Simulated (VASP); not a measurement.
# InP (F-43m) in VASP: a series of runs, part 3 of 3

VASP 6.6.1. The steps go on from the part before.

**4. Relaxation of the atoms, PBE+D3(BJ) (a relaxed cell with its volume scaled by 1.04)**

INCAR reads:

```
SYSTEM = InP
  PREC = Accurate
  ENCUT = 600
  EDIFF = 1E-7
  ISMEAR = 0
  SIGMA = 0.03
  LREAL = .False.
  LASPH = .True.
  NELM = 80
  ALGO = Fast
  ISIF = 2
  LWAVE = .False.
  LCHARG = .False.
  GGA = PE
  IVDW = 12
  IBRION = 2
  NSW = 40
  EDIFFG = -0.01
```

KPOINTS reads:

```
regular mesh
0
Gamma
  8 8 8
  0 0 0
```

POSCAR reads:

```
InP                                     
1.0
    0.0000000000      2.9851518030      2.9851518030
    2.9851518030      0.0000000000      2.9851518030
    2.9851518030      2.9851518030      0.0000000000
  In              P             
     1     1
Direct
     0.0000000000000000    0.0000000000000000    0.0000000000000000
     0.2500000000000000    0.2500000000000000    0.2500000000000000
```

Potentials or basis: VASP PAW PBE potentials, release 64 (In_d, P).

Launch:

```bash
> cat potpaw_PBE.64/In_d/POTCAR potpaw_PBE.64/P/POTCAR > POTCAR
> mpirun -np 1 vasp_std > vasp.out
```

OUTCAR:

```text
SYSTEM = InP
   PREC = Accurate
   ENCUT = 600
   EDIFF = 1E-7
   ISMEAR = 0
   LREAL = .False.
   LASPH = .True.
   NELM = 80
   ISIF = 2
   GGA = PE
   IVDW = 12
   IBRION = 2
   NSW = 40
   EDIFFG = -0.01
 IVDW          = 12

 ion  position               nearest neighbor table
   1  0.000  0.000  0.000-   2 2.59   2 2.59   2 2.59   2 2.59
   2  0.250  0.250  0.250-   1 2.59   1 2.59   1 2.59   1 2.59

  LATTYP: Found a face centered cubic cell.
 ALAT       =     5.9703036060

  Lattice vectors:

 A1 = (   0.0000000000,   2.9851518030,   2.9851518030)
 A2 = (   2.9851518030,   0.0000000000,   2.9851518030)
 A3 = (   2.9851518030,   2.9851518030,   0.0000000000)

Analysis of symmetry for initial positions (statically):
=====================================================================
 Subroutine PRICEL returns:
 Original cell was already a primitive cell.

 Routine SETGRP: Setting up the symmetry group for a
 face centered cubic supercell.

 Subroutine GETGRP returns: Found 24 space group operations
 (whereof 24 operations were pure point group operations)
 out of a pool of 48 trial point group operations.

The static configuration has the point symmetry T_d .

Analysis of symmetry for dynamics (positions and initial velocities):
=====================================================================
 Subroutine PRICEL returns:
 Original cell was already a primitive cell.

 Routine SETGRP: Setting up the symmetry group for a
 face centered cubic supercell.

 Subroutine GETGRP returns: Found 24 space group operations
 (whereof 24 operations were pure point group operations)
 out of a pool of 48 trial point group operations.

The dynamic configuration has the point symmetry T_d .

 Subroutine INISYM returns: Found 24 space group operations
 (whereof 24 operations are pure point group operations),
 and found     1 'primitive' translations

----------------------------------------------------------------------------------------

                                     Primitive cell

  volume of cell :      53.2022

  direct lattice vectors                    reciprocal lattice vectors
     0.000000000  2.985151803  2.985151803    -0.167495670  0.167495670  0.167495670
     2.985151803  0.000000000  2.985151803     0.167495670 -0.167495670  0.167495670
     2.985151803  2.985151803  0.000000000     0.167495670  0.167495670 -0.167495670

  length of vectors
     4.221642166  4.221642166  4.221642166     0.290111010  0.290111010  0.290111010

  position of ions in fractional coordinates (direct lattice)
     0.000000000  0.000000000  0.000000000
     0.250000000  0.250000000  0.250000000

  ion indices of the primitive-cell ions
   primitive index   ion index
                 1           1
                 2           2

----------------------------------------------------------------------------------------

 KPOINTS: regular mesh

Automatic generation of k-mesh.
 Grid dimensions read from file:
 generate k-points for:    8    8    8

[... 45 lines left out ...]
   k-points           NKPTS =     29   k-points in BZ     NKDIM =     29   number of bands    NBANDS=     13
   number of dos      NEDOS =    301   number of ions     NIONS =      2
   total plane-waves  NPLWV =  46656
   dimension x,y,z NGX =    36 NGY =   36 NGZ =   36
   dimension x,y,z NGXF=    72 NGYF=   72 NGZF=   72
   ions per type =               1   1
   NGX,Y,Z   is equivalent  to a cutoff of  14.18, 14.18, 14.18 a.u.
   NGXF,Y,Z  is equivalent  to a cutoff of  28.35, 28.35, 28.35 a.u.
 SYSTEM =  InP
   PREC   = accura    normal or accurate (medium, high low for compatibility)
   ISTART =      0    job   : 0-new  1-cont  2-samecut
   ICHARG =      2    charge: 1-file 2-atom 10-const
   ISPIN  =      1    spin polarized calculation?
   LNONCOLLINEAR =      F non collinear calculations
   LSORBIT =      F    spin-orbit coupling
   LASPH  =      T    aspherical Exc in radial PAW
   ENCUT  =  600.0 eV  44.10 Ry    6.64 a.u.   8.43  8.43  8.43*2*pi/ulx,y,z
   NELM   =     80;   NELMIN=  2; NELMDL= -5     # of ELM steps
   EDIFF  = 0.1E-06   stopping-criterion for ELM
   LREAL  =      F    real-space projection
   EDIFFG = -.1E-01   stopping-criterion for IOM
   NSW    =     40    number of steps for IOM
   IBRION =      2    ionic relax: 0-MD 1-quasi-New 2-CG
   NFREE  =      1    steps in history (QN), initial steepest desc. (CG)
   ISIF   =      2    stress and relaxation
   ISYM   =      2    0-nonsym 1-usesym 2-fastsym
   POTIM  = 0.5000    time-step for ionic-motion
   TEBEG  =    0.0;   TEEND  =   0.0 temperature during run
   PSTRESS=    0.0 pullay stress
   NELECT =      18.0000    total number of electrons
   NUPDOWN=      -1.0000    fix difference up-down
   EMIN   =  10.00;   EMAX   =-10.00  energy-range for DOS
   EFERMI =   0.00;   METHOD = LEGACY
   ISMEAR =     0;   SIGMA  =   0.03  broadening in eV -4-tet -1-fermi 0-gaus
   EFERMI_NEDOS =   21; number of points for ismear=-14 and -15
   IALGO  =     68    algorithm
   IMIX   =      4    mixing-type and parameters
     AMIX     =   0.40;   BMIX     =  1.00
     AMIX_MAG =   1.60;   BMIX_MAG =  1.00
  volume/ion in A,a.u.               =      26.60       179.51
  Fermi-wavevector in a.u.,A,eV,Ry     =   1.140747  2.155699 17.705305  1.301303
  Thomas-Fermi vector in A             =   2.277448
   LORBIT       =      0    0 simple, 1 ext, 2 COOP (PROOUT), +10 PAW based schemes
   GGA     = PE    functional components
   LHFCALC =     F    Hartree Fock is set to
   AEXX    =    0.0000 exact exchange contribution
   IVDW    =    12    specifies the selected vdW correction
   LEPSILON=     F    determine dielectric tensor
   LRPA    =     F    only Hartree local field effects (RPA)
 conjugate gradient relaxation of ions
 non-spin polarized calculation
 RMM-DIIS sequential band-by-band and
 Gauss-broadening in eV      SIGMA  =   0.03
  energy-cutoff  :      600.00
  volume of cell :       53.20
 maximum number of plane-waves:      1807
 NGX is ok and might be reduce to    36
   NGX = 17   NGY = 17   NGZ = 17

 number of electron      18.0000000 magnetization

 Free energy of the ion-electron system (eV)
  ---------------------------------------------------
  ext. energy  EPLUGINS =         0.00000000
  ---------------------------------------------------
  free energy    TOTEN  =        -8.40597567 eV

  energy without entropy =       -8.40597567  energy(sigma->0) =       -8.40597567

 E-fermi :   4.7672     XC(G=0):  -9.0388

 val. band max:        4.6019376400   @ k =   0.0000   0.0000   0.0000
 cond. band min:       5.0108792457   @ k =   0.0000   0.0000   0.0000
 fundamental gap:      0.4089416057
 Fermi energy:         4.7671558789

 k-point     1 :       0.0000    0.0000    0.0000
  band No.  band energies     occupation
      1      -9.4862      2.00000
      2      -9.4862      2.00000
      3      -9.4862      2.00000
      4      -9.3601      2.00000
      5      -9.3601      2.00000
      6      -6.5503      2.00000
      7       4.6019      2.00000
      8       4.6019      2.00000
      9       4.6019      2.00000
     10       5.0109      0.00000
     11       8.6895      0.00000
     12       8.6895      0.00000
     13       8.6895      0.00000
[... 354 lines left out ...]
  band No.  band energies     occupation
      1      -9.5936      2.00000
      2      -9.4460      2.00000
      3      -9.4296      2.00000
      4      -9.3640      2.00000
      5      -9.3492      2.00000
      6      -4.7153      2.00000
      7      -0.6972      2.00000
      8       2.0956      2.00000
      9       3.1039      2.00000
     10       7.6063      0.00000
     11       8.8121      0.00000
     12      10.3598      0.00000
     13      11.6609      0.00000

 [... further k-points ...]

------------------------ aborting loop because EDIFF is reached ----------------------------------------

 Edisp (eV)   -0.58983

 E8    (eV) :    -0.2619

  FORCE on cell =-STRESS in cart. coord.  units (eV):
  Direction    XX          YY          ZZ          XY          YZ          ZX
  --------------------------------------------------------------------------------------
  -------------------------------------------------------------------------------------
  Total      -0.77078    -0.77078    -0.77078    -0.00000     0.00000    -0.00000
  in kB     -23.21183   -23.21183   -23.21183    -0.00000     0.00000    -0.00000
  external pressure =      -23.21 kB  Pullay stress =        0.00 kB

 VOLUME and BASIS-vectors are now :
 -----------------------------------------------------------------------------
  energy-cutoff  :      600.00
  volume of cell :       53.20
      direct lattice vectors                 reciprocal lattice vectors
     0.000000000  2.985151803  2.985151803    -0.167495670  0.167495670  0.167495670
     2.985151803  0.000000000  2.985151803     0.167495670 -0.167495670  0.167495670
     2.985151803  2.985151803  0.000000000     0.167495670  0.167495670 -0.167495670

 POSITION                                       TOTAL-FORCE (eV/Angst)
 -----------------------------------------------------------------------------------
      0.00000      0.00000      0.00000         0.000000      0.000000      0.000000
      1.49258      1.49258      1.49258        -0.000000     -0.000000     -0.000000
 -----------------------------------------------------------------------------------
    total drift:                               -0.000000     -0.000000      0.000000

  FREE ENERGIE OF THE ION-ELECTRON SYSTEM (eV)
  ---------------------------------------------------
  free  energy   TOTEN  =        -8.9958105891 eV

  energy  without entropy=       -8.9958105891  energy(sigma->0) =       -8.99581059

 reached required accuracy - stopping structural energy minimisation
```

It took 28 s on 1 thread of Intel Xeon Platinum 8259CL at 2.50GHz (Skylake/Cascade Lake), shared host; peak memory 0.22 GiB.

Results:

| Quantity | Value |
| --- | --- |
| Free energy | -8.9958 eV |
| Pressure after relaxing | -2.3 GPa |
| Band gap on the k mesh | 0.41 eV, direct |
| Dispersion energy per atom | -0.295 eV |

Final structure:
```
In P
1.0
     0.00000    2.98515    2.98515
     2.98515    0.00000    2.98515
     2.98515    2.98515    0.00000
In P
1 1
Direct
  0.00000 0.00000 0.00000
  0.25000 0.25000 0.25000
```

Levels at points of the mesh, in eV from the valence-band top:
```
           k point  band 5  band 6  band 7  band 8  band 9  band 10  band 11  band 12  band 13
(0.00, 0.00, 0.00)  -13.96  -11.15    0.00    0.00    0.00     0.41     4.09     4.09     4.09
(0.50, 0.00, 0.00)  -13.95   -9.60   -5.45   -0.89   -0.89     1.37     4.80     4.80     6.98
(0.50, 0.50, 0.00)  -13.93   -9.01   -5.52   -2.14   -2.14     1.85     2.26     8.88     9.23
```

Caveat: the relaxation stopped at its first step, so nothing moved; spin-orbit coupling is left out, which moves the levels of the heavy elements.

**5. Summary**

```csv
cell,gap on the mesh (eV),pressure (GPa)
atoms relaxed,0.62,0.0
atoms relaxed from: a relaxed cell with its volume scaled by 1.02,0.52,-1.2
atoms relaxed from: a relaxed cell with its volume scaled by 1.04,0.41,-2.3
```

Alike in all rows: task relaxation of the atoms; level PBE+D3(BJ); potentials or basis VASP PAW PBE potentials, release 64 (In_d, P); no spin polarisation; k mesh 8 × 8 × 8; cutoff (eV) 600; smearing gaussian 0.03 eV.

Caveats: the relaxation stopped at its first step, so nothing moved; spin-orbit coupling is left out, which moves the levels of the heavy elements.

Total energies depend on the potentials used, so only differences within one code and one set of settings carry meaning.

**6. Comparison with measurements**

Step 2. Against the measured gap of InP, 1.4236 eV (direct; 1.6 K; a printed reference work, data compilation), the calculated 0.62 eV is off by -0.80 eV. Spin-orbit coupling on In is left out. The value is that of PBE+D3(BJ), without temperature or zero-point motion. Semilocal functionals fall short of measured gaps as a rule.
